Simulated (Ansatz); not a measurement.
# Re: pressure as volume per atom varies

Results calculated with Ansatz 0.2.0, not measured. Periodic Kohn-Sham DFT of a crystal at fixed atoms; pressure and stress are positive in compression; the energy is the free energy less that of spherical unpolarised free atoms; site moments are those in the method's own spheres, positive along +z.

Cell of the first row (space group P6_3/mmc, No. 194):
```
Re
1.0
      2.5498     0.0000     0.0000
     -1.2749     2.2082     0.0000
      0.0000     0.0000     4.0770
Re
2
Direct
  0.33333 0.66667 0.25000
  0.66667 0.33333 0.75000
```

Settings of every row: method all-electron PAW; functional PBE; relativity scalar; k mesh 14x14x8; filling fermi-dirac; smearing width 0.05 eV; nucleus gaussian.

Atom start moment: 0 on all atoms.

Limits: all rows lie far from zero pressure; cell far from its zero-pressure volume; no spin-orbit coupling on heavy atoms.

| row | volume per atom (Å³) | pressure (GPa) |
| --- | --- | --- |
| 1 | 11.477 | 169.354 |
| 2 | 11.484 | 168.831 |
| 3 | 11.722 | 149.285 |
| 4 | 11.966 | 130.917 |
| 5 | 12.088 | 122.328 |
| 6 | 12.21 | 114.116 |
| 7 | 12.332 | ? |
| 8 | 12.454 | 98.767 |
| 9 | 12.698 | 84.756 |
| 10 | 12.943 | 71.966 |

Question: what pressure should row 7 give?

Worked fit of pressure. Take u = (V_r/V)^(2/3) − 1 with V_r = 12.088 Å³ an atom, which is twice the finite (Eulerian) strain; such expansions in the strain, on which the Birch-Murnaghan equation of state is built, carry the rest volume and the bulk modulus. The shown rows have u = 0.03518, 0.03476, 0.02071, 0.00679, 0, -0.00667, -0.01969, -0.03229, -0.04454. Least squares give pressure = 122.3231 + 1246.79 × u + 2599.06 × u² GPa; a straight line predicts inner rows, each left out in turn, worse (root mean square 1.7 against 0.026 GPa). The rows lie off it by -0.048, 0.029, 0.026, 0.008, 0.005, -0.007, -0.014, -0.018, 0.019 (root mean square 0.023 GPa). The withheld row has u = -0.01323, so the fit gives 122.3231 + 1246.79 × (-0.01323) + 2599.06 × (-0.01323)² = 106.283 GPa.

The calculation gave 106.266 GPa. The fit lies 0.017 GPa (0.017 % of the column's range) above it; its largest miss of a shown row is 0.048 GPa.
